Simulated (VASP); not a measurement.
# PbF2 (Pnma) in VASP: single point with LDA

Aim: the single point of PbF2 with LDA.

Everything below comes from runs of VASP 6.6.1. Logs are shortened: lines on timing, memory, paths and dates and some standing lists are left out, and cuts for length are marked.

### Step 1. The cell of the first run

It takes space group Pnma (No. 62, orthorhombic). Conventional cell: a = 6.270 Å, b = 3.791 Å, c = 7.525 Å, α = 90.00°, β = 90.00°, γ = 90.00°. Pb (site symmetry m) has 7 F at 2.41 to 2.59 Å as nearest neighbours. F (site symmetry m) is surrounded by 4 Pb at 2.41 to 2.54 Å and 2 F at 2.76 Å. F (site symmetry m) is surrounded by 3 Pb at 2.42 to 2.59 Å.

The cell was built by a generator and needn't be a form met in nature.

### Step 2. Single point, LDA (cell and atoms relaxed at 0 GPa)

Contents of INCAR:

```
SYSTEM = PbF2
ALGO = Fast ; EDIFF = 1E-6
ENCUT = 520 ; ISIF = 2
ISMEAR = 0 ; LASPH = .TRUE.
LCHARG = .TRUE. ; LELF = .TRUE.
LREAL = .FALSE. ; LVHAR = .TRUE.
LWAVE = .FALSE. ; NBANDS = 68
NELM = 100 ; PREC = Accurate
SIGMA = 0.01
```

Contents of KPOINTS:

```
k-points
0
G
  5 8 4
  0 0 0
```

Contents of POSCAR:

```
PbF2
1.0
    6.2700363118      0.0000000000      0.0000000000
    0.0000000000      3.7912412280      0.0000000000
    0.0000000000      0.0000000000      7.5254240775
Pb F
4 8
Direct
    0.2550466495      0.2500000000      0.1100784180
    0.7449533505      0.7500000000      0.8899215820
    0.2449533505      0.7500000000      0.6100784180
    0.7550466495      0.2500000000      0.3899215820
    0.8599012932      0.2500000000      0.0637089304
    0.1400987068      0.7500000000      0.9362910696
    0.6400987068      0.7500000000      0.5637089304
    0.3599012932      0.2500000000      0.4362910696
    0.4695017105      0.2500000000      0.8427839352
    0.5304982895      0.7500000000      0.1572160648
    0.0304982895      0.7500000000      0.3427839352
    0.9695017105      0.2500000000      0.6572160648
```

Potentials or basis: VASP PAW LDA potentials, release 64 (Pb_d, F).

Command:

```
cat potpaw_LDA.64/Pb_d/POTCAR potpaw_LDA.64/F/POTCAR > POTCAR
mpirun -np 1 vasp_std > vasp.out
```

OUTCAR:

```text
SYSTEM = PbF2
   EDIFF = 1E-6
   ENCUT = 520
   ISIF = 2
   ISMEAR = 0
   LASPH = .TRUE.
   LREAL = .FALSE.
   NELM = 100
   PREC = Accurate

 ion  position               nearest neighbor table
   1  0.255  0.250  0.110-   6 2.41   6 2.41   9 2.42   5 2.50   8 2.54  10 2.59  10 2.59  11 2.94
                            11 2.94   4 3.78   4 3.78   2 3.97   2 3.97   2 4.07   2 4.07
   2  0.745  0.750  0.890-   5 2.41   5 2.41  10 2.42   6 2.50   7 2.54   9 2.59   9 2.59  12 2.94
                            12 2.94   3 3.78   3 3.78   1 3.97   1 3.97   1 4.07   1 4.07
   3  0.245  0.750  0.610-   8 2.41   8 2.41  11 2.42   7 2.50   6 2.54  12 2.59  12 2.59   9 2.94
                             9 2.94   2 3.78   2 3.78   4 3.97   4 3.97   4 4.07   4 4.07
   4  0.755  0.250  0.390-   7 2.41   7 2.41  12 2.42   8 2.50   5 2.54  11 2.59  11 2.59  10 2.94
                            10 2.94   1 3.78   1 3.78   3 3.97   3 3.97   3 4.07   3 4.07
   5  0.860  0.250  0.064-   2 2.41   2 2.41   1 2.50   4 2.54
   6  0.140  0.750  0.936-   1 2.41   1 2.41   2 2.50   3 2.54
   7  0.640  0.750  0.564-   4 2.41   4 2.41   3 2.50   2 2.54
   8  0.360  0.250  0.436-   3 2.41   3 2.41   4 2.50   1 2.54
   9  0.470  0.250  0.843-   1 2.42   2 2.59   2 2.59   3 2.94   3 2.94
  10  0.530  0.750  0.157-   2 2.42   1 2.59   1 2.59   4 2.94   4 2.94
  11  0.030  0.750  0.343-   3 2.42   4 2.59   4 2.59   1 2.94   1 2.94
  12  0.970  0.250  0.657-   4 2.42   3 2.59   3 2.59   2 2.94   2 2.94

  LATTYP: Found a simple orthorhombic cell.
 ALAT       =     3.7912412280
 B/A-ratio  =     1.6538215151
 C/A-ratio  =     1.9849499478

  Lattice vectors:

 A1 = (   0.0000000000,  -3.7912412280,   0.0000000000)
 A2 = (   6.2700363118,   0.0000000000,   0.0000000000)
 A3 = (   0.0000000000,   0.0000000000,   7.5254240775)

Analysis of symmetry for initial positions (statically):
=====================================================================
 Subroutine PRICEL returns:
 Original cell was already a primitive cell.

 Routine SETGRP: Setting up the symmetry group for a
 simple orthorhombic supercell.

 Subroutine GETGRP returns: Found  8 space group operations
 (whereof  2 operations were pure point group operations)
 out of a pool of  8 trial point group operations.

The static configuration has the point symmetry S_2 .
 The point group associated with its full space group is D_2h.

Analysis of symmetry for dynamics (positions and initial velocities):
=====================================================================
 Subroutine PRICEL returns:
 Original cell was already a primitive cell.

 Routine SETGRP: Setting up the symmetry group for a
 simple orthorhombic supercell.

 Subroutine GETGRP returns: Found  8 space group operations
 (whereof  2 operations were pure point group operations)
 out of a pool of  8 trial point group operations.

The dynamic configuration has the point symmetry S_2 .
 The point group associated with its full space group is D_2h.

 Subroutine INISYM returns: Found  8 space group operations
 (whereof  2 operations are pure point group operations),
 and found     1 'primitive' translations

----------------------------------------------------------------------------------------

                                     Primitive cell

  volume of cell :     178.8885

  direct lattice vectors                    reciprocal lattice vectors
     6.270036312  0.000000000  0.000000000     0.159488710  0.000000000  0.000000000
     0.000000000  3.791241228  0.000000000     0.000000000  0.263765859  0.000000000
     0.000000000  0.000000000  7.525424078     0.000000000  0.000000000  0.132882877

  length of vectors
     6.270036312  3.791241228  7.525424078     0.159488710  0.263765859  0.132882877

  position of ions in fractional coordinates (direct lattice)
     0.255046650  0.250000000  0.110078418
     0.744953350  0.750000000  0.889921582
     0.244953350  0.750000000  0.610078418
     0.755046650  0.250000000  0.389921582
     0.859901293  0.250000000  0.063708930
     0.140098707  0.750000000  0.936291070
     0.640098707  0.750000000  0.563708930
     0.359901293  0.250000000  0.436291070
     0.469501710  0.250000000  0.842783935
     0.530498290  0.750000000  0.157216065
     0.030498290  0.750000000  0.342783935
     0.969501710  0.250000000  0.657216065

  ion indices of the primitive-cell ions
   primitive index   ion index
                 1           1
                 2           2
                 3           3
                 4           4
                 5           5
                 6           6
                 7           7
                 8           8
                 9           9
                10          10
                11          11
                12          12

----------------------------------------------------------------------------------------

 KPOINTS: k-points

Automatic generation of k-mesh.
 Grid dimensions read from file:
 generate k-points for:    5    8    4

 Generating k-lattice:

  Cartesian coordinates                     Fractional coordinates (reciprocal lattice)
     0.031897742  0.000000000  0.000000000     0.200000000  0.000000000  0.000000000
     0.000000000  0.032970732  0.000000000     0.000000000  0.125000000  0.000000000
     0.000000000  0.000000000  0.033220719     0.000000000  0.000000000  0.250000000

  Length of vectors
     0.031897742  0.032970732  0.033220719

  Shift w.r.t. Gamma in fractional coordinates (k-lattice)
     0.000000000  0.000000000  0.000000000

 Subroutine IBZKPT returns following result:
 ===========================================

 Found     45 irreducible k-points:

 Following reciprocal coordinates:
            Coordinates               Weight
  0.000000  0.000000  0.000000      1.000000
  0.200000  0.000000  0.000000      2.000000
  0.400000  0.000000  0.000000      2.000000
  0.000000  0.125000  0.000000      2.000000
  0.200000  0.125000  0.000000      4.000000
  0.400000  0.125000  0.000000      4.000000
[... 16 lines left out ...]
  0.200000  0.250000  0.250000      8.000000
  0.400000  0.250000  0.250000      8.000000
 [... further k-points ...]
   k-points           NKPTS =     45   k-points in BZ     NKDIM =     45   number of bands    NBANDS=     68
   number of dos      NEDOS =    301   number of ions     NIONS =     12
   total plane-waves  NPLWV =  75264
   dimension x,y,z NGX =    48 NGY =   28 NGZ =   56
   dimension x,y,z NGXF=    96 NGYF=   56 NGZF=  112
   ions per type =               4   8
   NGX,Y,Z   is equivalent  to a cutoff of  12.73, 12.28, 12.37 a.u.
   NGXF,Y,Z  is equivalent  to a cutoff of  25.45, 24.56, 24.74 a.u.
 SYSTEM =  PbF2
   PREC   = accura    normal or accurate (medium, high low for compatibility)
   ISTART =      0    job   : 0-new  1-cont  2-samecut
   ICHARG =      2    charge: 1-file 2-atom 10-const
   ISPIN  =      1    spin polarized calculation?
   LNONCOLLINEAR =      F non collinear calculations
   LSORBIT =      F    spin-orbit coupling
   LASPH  =      T    aspherical Exc in radial PAW
   ENCUT  =  520.0 eV  38.22 Ry    6.18 a.u.  11.66  7.05 13.99*2*pi/ulx,y,z
   NELM   =    100;   NELMIN=  2; NELMDL= -5     # of ELM steps
   EDIFF  = 0.1E-05   stopping-criterion for ELM
   LREAL  =      F    real-space projection
   EDIFFG = 0.1E-04   stopping-criterion for IOM
   NSW    =      0    number of steps for IOM
   IBRION =     -1    ionic relax: 0-MD 1-quasi-New 2-CG
   NFREE  =      0    steps in history (QN), initial steepest desc. (CG)
   ISIF   =      2    stress and relaxation
   ISYM   =      2    0-nonsym 1-usesym 2-fastsym
   POTIM  = 0.5000    time-step for ionic-motion
   TEBEG  =    0.0;   TEEND  =   0.0 temperature during run
   PSTRESS=    0.0 pullay stress
   NELECT =     112.0000    total number of electrons
   NUPDOWN=      -1.0000    fix difference up-down
   EMIN   =  10.00;   EMAX   =-10.00  energy-range for DOS
   EFERMI =   0.00;   METHOD = LEGACY
   ISMEAR =     0;   SIGMA  =   0.01  broadening in eV -4-tet -1-fermi 0-gaus
   EFERMI_NEDOS =   21; number of points for ismear=-14 and -15
   IALGO  =     68    algorithm
   IMIX   =      4    mixing-type and parameters
     AMIX     =   0.40;   BMIX     =  1.00
     AMIX_MAG =   1.60;   BMIX_MAG =  1.00
  volume/ion in A,a.u.               =      14.91       100.60
  Fermi-wavevector in a.u.,A,eV,Ry     =   1.400512  2.646583 26.686910  1.961433
  Thomas-Fermi vector in A             =   2.523465
   LORBIT       =      0    0 simple, 1 ext, 2 COOP (PROOUT), +10 PAW based schemes
   GGA     = CA    functional components
   LHFCALC =     F    Hartree Fock is set to
   AEXX    =    0.0000 exact exchange contribution
   IVDW    =     0    specifies the selected vdW correction
   LEPSILON=     F    determine dielectric tensor
   LRPA    =     F    only Hartree local field effects (RPA)
 non-spin polarized calculation
 RMM-DIIS sequential band-by-band and
 Gauss-broadening in eV      SIGMA  =   0.01
  energy-cutoff  :      520.00
  volume of cell :      178.89
 maximum number of plane-waves:      4848
 NGX is ok and might be reduce to    48
   NGX = 23   NGY = 15   NGZ = 27

 number of electron     111.9999972 magnetization

 Free energy of the ion-electron system (eV)
  ---------------------------------------------------
  ext. energy  EPLUGINS =         0.00000000
  ---------------------------------------------------
  free energy    TOTEN  =       -63.79353582 eV

  energy without entropy =      -63.79353582  energy(sigma->0) =      -63.79353582

 E-fermi :   3.2801     XC(G=0): -11.0097

 val. band max:        3.2371256802   @ k =   0.0000   0.3750   0.0000
 cond. band min:       7.2541699760   @ k =   0.0000   0.0000   0.0000
 fundamental gap:      4.0170442958
 Fermi energy:         3.2800873401

 k-point     1 :       0.0000    0.0000    0.0000
  band No.  band energies     occupation
      1     -18.3628      2.00000
      2     -18.1892      2.00000
      3     -17.8838      2.00000
      4     -17.8689      2.00000
      5     -17.5698      2.00000
      6     -17.5240      2.00000
[... 60 lines left out ...]
     67      11.2200      0.00000
     68      11.7735      0.00000

 k-point     2 :       0.2000    0.0000    0.0000
  band No.  band energies     occupation
      1     -18.3368      2.00000
      2     -18.1869      2.00000
      3     -17.9132      2.00000
      4     -17.8863      2.00000
      5     -17.5527      2.00000
      6     -17.5254      2.00000
[... 60 lines left out ...]
     67      11.1341      0.00000
     68      11.7214      0.00000

 k-point     3 :       0.4000    0.0000    0.0000
  band No.  band energies     occupation
      1     -18.2714      2.00000
      2     -18.2065      2.00000
      3     -17.9458      2.00000
      4     -17.9256      2.00000
      5     -17.5294      2.00000
      6     -17.5246      2.00000
[... 1480 lines left out ...]
     67      10.9088      0.00000
     68      11.1695      0.00000

 k-point    24 :       0.4000    0.2500    0.2500
  band No.  band energies     occupation
      1     -18.1783      2.00000
      2     -18.1475      2.00000
      3     -17.9462      2.00000
      4     -17.9378      2.00000
      5     -17.5440      2.00000
      6     -17.5413      2.00000
[... 60 lines left out ...]
     67      11.0587      0.00000
     68      11.2232      0.00000

 [... further k-points ...]

------------------------ aborting loop because EDIFF is reached ----------------------------------------

  FORCE on cell =-STRESS in cart. coord.  units (eV):
  Direction    XX          YY          ZZ          XY          YZ          ZX
  --------------------------------------------------------------------------------------
  -------------------------------------------------------------------------------------
  Total        0.0355824      0.0721637      0.0753338      0.0000000      0.0000000      0.0000000
  in kB        0.3186858      0.6463190      0.6747114      0.0000000      0.0000000      0.0000000
  external PRESSURE =       0.5465721 kB  Pullay stress =       0.0000000 kB

 VOLUME and BASIS-vectors are now :
 -----------------------------------------------------------------------------
  energy-cutoff  :      520.00
  volume of cell :      178.89
      direct lattice vectors                 reciprocal lattice vectors
     6.270036312  0.000000000  0.000000000     0.159488710  0.000000000  0.000000000
     0.000000000  3.791241228  0.000000000     0.000000000  0.263765859  0.000000000
     0.000000000  0.000000000  7.525424078     0.000000000  0.000000000  0.132882877

 POSITION                                       TOTAL-FORCE (eV/Angst)
 -----------------------------------------------------------------------------------
      1.59915      0.94781      0.82839        -0.004384     -0.000000      0.030045
      4.67088      2.84343      6.69704         0.004384     -0.000000     -0.030045
      1.53587      2.84343      4.59110         0.004384     -0.000000      0.030045
      4.73417      0.94781      2.93433        -0.004384     -0.000000     -0.030045
      5.39161      0.94781      0.47944         0.002275     -0.000000      0.009062
      0.87842      2.84343      7.04599        -0.002275     -0.000000     -0.009062
      4.01344      2.84343      4.24215        -0.002275     -0.000000      0.009062
      2.25659      0.94781      3.28328         0.002275     -0.000000     -0.009062
      2.94379      0.94781      6.34231         0.002598      0.000000     -0.015507
      3.32624      2.84343      1.18312        -0.002598      0.000000      0.015507
      0.19123      2.84343      2.57959        -0.002598     -0.000000     -0.015507
      6.07881      0.94781      4.94583         0.002598     -0.000000      0.015507
 -----------------------------------------------------------------------------------
    total drift:                                0.000000      0.000000      0.000000

  FREE ENERGIE OF THE ION-ELECTRON SYSTEM (eV)
  ---------------------------------------------------
  free  energy   TOTEN  =       -63.7935358193 eV

  energy  without entropy=      -63.7935358193  energy(sigma->0) =      -63.79353582
```

Run time: 6.2 min. Hardware: 1 thread of Intel Xeon 6975P-C (Granite Rapids), shared host; peak memory 0.47 GiB.

What came out:

| Quantity | Value |
| --- | --- |
| Free energy | -63.7935 eV |
| Pressure | 0.1 GPa |
| Largest force | 0.030 eV/Å |
| Band gap on the k mesh | 4.02 eV, indirect (least direct gap 4.35 eV) |

Forces in eV/Å, atoms in the order of the input:
```
Pb  -0.004  0.000  0.030
Pb   0.004  0.000 -0.030
Pb   0.004  0.000  0.030
Pb  -0.004  0.000 -0.030
F    0.002  0.000  0.009
F   -0.002  0.000 -0.009
F   -0.002  0.000  0.009
F    0.002  0.000 -0.009
F    0.003  0.000 -0.016
F   -0.003  0.000  0.016
F   -0.003  0.000 -0.016
F    0.003  0.000  0.016
```

Caveat: spin-orbit coupling is left out, which as a rule narrows the gap of such compounds by several tenths of an eV; an odd mesh through Γ misses points on the zone boundary, where band edges often lie.
